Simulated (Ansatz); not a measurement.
Te₂Mo (P6_3/mmc) at 2 levels of theory

One geometry, relaxed with PBE; plane waves with PAW potentials in Ansatz, scalar-relativistic. No spin polarisation. Gaps are the least over mesh and band path; pressure is positive in compression.

```cif
data_structure
_symmetry_space_group_name_H-M 'P 1'
_symmetry_Int_Tables_number 1
_cell_length_a 3.5570
_cell_length_b 3.5570
_cell_length_c 15.2118
_cell_angle_alpha 90.000
_cell_angle_beta 90.000
_cell_angle_gamma 120.000
_cell_volume 166.68
loop_
_atom_site_label
_atom_site_type_symbol
_atom_site_fract_x
_atom_site_fract_y
_atom_site_fract_z
_atom_site_occupancy
Te1 Te 0.33333 0.66667 0.63115 1
Te2 Te 0.66667 0.33333 0.13115 1
Te3 Te 0.33333 0.66667 0.86885 1
Te4 Te 0.66667 0.33333 0.36885 1
Mo1 Mo 0.33333 0.66667 0.25000 1
Mo2 Mo 0.66667 0.33333 0.75000 1
```

| level | cutoff (eV) | k mesh | gap (eV) | pressure (GPa) |
| --- | --- | --- | --- | --- |
| PBE | 420 | 12×12×2 | 0.95 | 0.0 |

Q: What comes out on the same cell with r2SCAN?

A:
```json
{"level": "r2SCAN", "cutoff (eV)": "500", "k mesh": "12×12×2", "gap (eV)": "1.05", "pressure (GPa)": "-0.8"}
```

Spin-orbit coupling matters for the bands of heavy elements and is left out. The cell holds layers, chains or molecules and no dispersion correction was added, so their binding is poorly described.

It was relaxed from a cell as deposited in COD.
